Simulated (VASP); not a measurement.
The system is Ti2O.

```
Ti O
1.0
     2.91940    0.00000    0.00000
    -1.45970    2.52827    0.00000
     0.00000    0.00000    4.71300
Ti O
2 1
Direct
  0.33333 0.66667 0.72126
  0.66667 0.33333 0.27874
  0.00000 0.00000 0.00000
```

Base run:

```yaml
Program: VASP 6.6.1
Functional: LDA
Potentials_or_basis: VASP PAW LDA potentials, release 64 (Ti_sv, O)
Cutoff: 520 eV
k_mesh: 10 × 10 × 6
Occupations: fermi-dirac, width 0.05 eV
Spin: no spin polarisation
Hubbard_terms: Ti d U = 5 eV
```

Its results: band gap on the k mesh none (metal or under the smearing width); pressure 12.6 GPa; largest force 1.385 eV/Å.

Q: After a change of settings the same cell gave: band gap on the k mesh none (metal or under the smearing width); pressure 4.2 GPa; largest force 1.399 eV/Å. Which change was it?
A. hubbard terms from Ti d U = 5 eV to none
B. hubbard terms from Ti d U = 5 eV to Ti d U = 2 eV
C. hubbard terms from Ti d U = 5 eV to Ti d U = 8 eV

A: B.

Caveats: U without spin polarisation on a metal has little footing; forces of over 1 eV/Å show positions far from the minimum, so gaps and moduli don't describe the material at rest.
